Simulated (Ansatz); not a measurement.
Crystal: Pt.

```xyz
1
Lattice="0.0000 1.9609 1.9609 1.9609 0.0000 1.9609 1.9609 1.9609 0.0000" Properties=species:S:1:pos:R:3 pbc="T T T"
Pt    0.0000    0.0000    0.0000
```

Base run:

```yaml
Program: Ansatz 0.2.0
Functional: PBEsol
Potentials_or_basis: all-electron LAPW, scalar-relativistic
Cutoff: 270 eV
Density_cutoff: 1081 eV
Basis_error_allowed: 0.001 eV/atom
k_mesh: 12 × 12 × 12
Occupations: fermi-dirac, width 0.05 eV
Spin: no spin polarisation
```

Its results: pressure -0.6 GPa.

Question: After a change of settings the same cell gave: pressure 10.2 GPa. Which change was it?
A. occupations from fermi-dirac, width 0.05 eV to gaussian, width 0.1 eV
B. functional from PBEsol to RPBE
C. functional from PBEsol to PBE
D. functional from PBEsol to revPBE

Answer: C.

PBE binds less tightly than PBEsol, so the same cell stands under more pressure.

Not every run made on this cell is shown here.
